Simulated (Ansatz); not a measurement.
# TiTe2: the band gap up the ladder of functionals

The task here is to estimate one member of a computed series from the others.

Code: Ansatz 0.2.0. PAW datasets, plane waves. All values are calculated for a non-magnetic cell, which may be hypothetical.

## The system as given

The cell was relaxed beforehand with r2SCAN.

Space group Fm-3m (No. 225), cubic; conventional cell a = 6.880 Å, 27.14 Å³ an atom. Ti has 8 Te at 2.98 Å; Te has 4 Ti at 2.98 Å.

The structure in full:

```
Ti Te
1.0
     0.00000    3.44012    3.44012
     3.44012    0.00000    3.44012
     3.44012    3.44012    0.00000
Ti Te
1 2
Direct
  0.00000 0.00000 0.00000
  0.25000 0.25000 0.25000
  0.75000 0.75000 0.75000
```

Set-up of the first run:

Contents of input.yaml:

```yaml
crystal:
  lattice:
    - [0.0, 3.4401227511, 3.4401227511]
    - [3.4401227511, 0.0, 3.4401227511]
    - [3.4401227511, 3.4401227511, 0.0]
  atoms:
    - { symbol: Ti, position: [0.0, 0.0, 0.0] }
    - { symbol: Te, position: [0.25, 0.25, 0.25] }
    - { symbol: Te, position: [0.75, 0.75, 0.75] }
kpoints:
  mp_grid: { grid: [6, 6, 6] }
  band_path:
    path:
      - [[0.0, 0.0, 0.0], [0.5, 3.888044861797e-35, 0.5], [0.625, 0.25, 0.625]]
      - [[0.375, 0.375, 0.75], [0.0, 0.0, 0.0], [0.5, 0.5, 0.5], [0.5, 0.25, 0.75], [0.5, 3.888044861797e-35, 0.5]]
    npoints: 10
hamiltonian:
  xc: pbe
scf:
  occupations: { method: fermi_dirac, width: 0.02 }
  n_extra_bands: 4
output:
  forces: true
  stress: true
  eigenvalues: true
  write_density: true
  write_potential: true
  elf: true
  volumetric_format: npy
```

On the command line:

```
$ ansatz run input.yaml --threads 2 --pin off --max-ram 2211MiB --backend cpu --events-out ev --progress --plain --runs-dir out
```

Among the steps run: PBE band path; r2SCAN; HSE06; PBE+SOC; PBE0; LDA at the same geometry.

One table of the session follows, with a row left open; its other results are not shown here.

| level | gap (eV) |
| --- | --- |
| PBE | -0.39 |
| r2SCAN | -0.40 |
| HSE06 | -0.64 |
| PBE+SOC | -0.39 |
| PBE0 | ? |
| LDA | -0.38 |

Q: Estimate the row for PBE0 from the others.

The run gave: gap (eV): -0.85. In the column «gap (eV)» it is the lowest.

Meshes: PBE 6×6×6, r2SCAN 6×6×6, HSE06 4×4×4, PBE+SOC 6×6×6, PBE0 4×4×4, LDA 6×6×6.

In words: No level opens a gap.

Caveats from the session: Warnings in the runs' records: stress exchange threshold loose, stress scf threshold loose, filled band counts differ across k points.
